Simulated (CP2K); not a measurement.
**CaO under changes of volume**

One of the cells (13.886 Å³/atom); the others are scaled copies at fixed shape and fractional positions:

```
Ca O
1.0
     3.39914    0.00000    0.00000
     1.69957    2.94374    0.00000
     1.69957    0.98125    2.77539
Ca O
1 1
Direct
  0.00000 0.00000 0.00000
  0.50000 0.50000 0.50000
```

The cell is a database's computed one.

* Program: CP2K 2026.2
* Functional: LDA
* Potentials or basis: GTH_POTENTIALS Ca GTH-PADE-q10, O GTH-PADE-q6; TZVP-MOLOPT-PBE-GTH basis
* Density cutoff: 8163 eV
* k mesh: 10 × 10 × 10
* Occupations: fermi-dirac, width 0.1 eV
* Spin: no spin polarisation

| volume (Å³/atom) | energy over the lowest point (meV/atom) | pressure (GPa) | gap on the mesh (eV) |
| --- | --- | --- | --- |
| 13.052 | 0.00 | 0.9 | 3.55 |
| 13.330 | 0.83 | -1.8 | 3.57 |
| 13.608 | 5.97 | -4.1 | 3.58 |
| 13.886 | 14.95 | -6.2 | 3.59 |
| 14.163 | 27.34 | -8.1 | 3.60 |
| 14.441 | 42.78 | -9.7 | 3.61 |
| 14.719 | ? | ? | ? |

Task: What does the run at 14.719 Å³/atom give?

Result: Energy over the lowest point 60.92 meV/atom; pressure -11.2 GPa; gap on the mesh 3.62 eV.

Worked out: A Birch-Murnaghan fit of order 3 (a polynomial in V^(-2/3)) to the other rows has its minimum at 13.14 Å³/atom with B0 = V·E''(V) = 127 GPa and B' = 4.5. It gives 60.95 meV/atom at 14.719 Å³/atom, against the run's 60.92, and -dE/dV = -11.2 GPa, against -11.2. A straight line through the other rows of the gap, of slope 0.566 eV per unit of ln V, extrapolates to 3.62 eV, against the run's 3.62.

Energies are extrapolated to zero smearing.

Caveats: the basis of atomic orbitals isn't converged, which shifts pressures, moduli and gaps.

A mesh can miss the band edges.
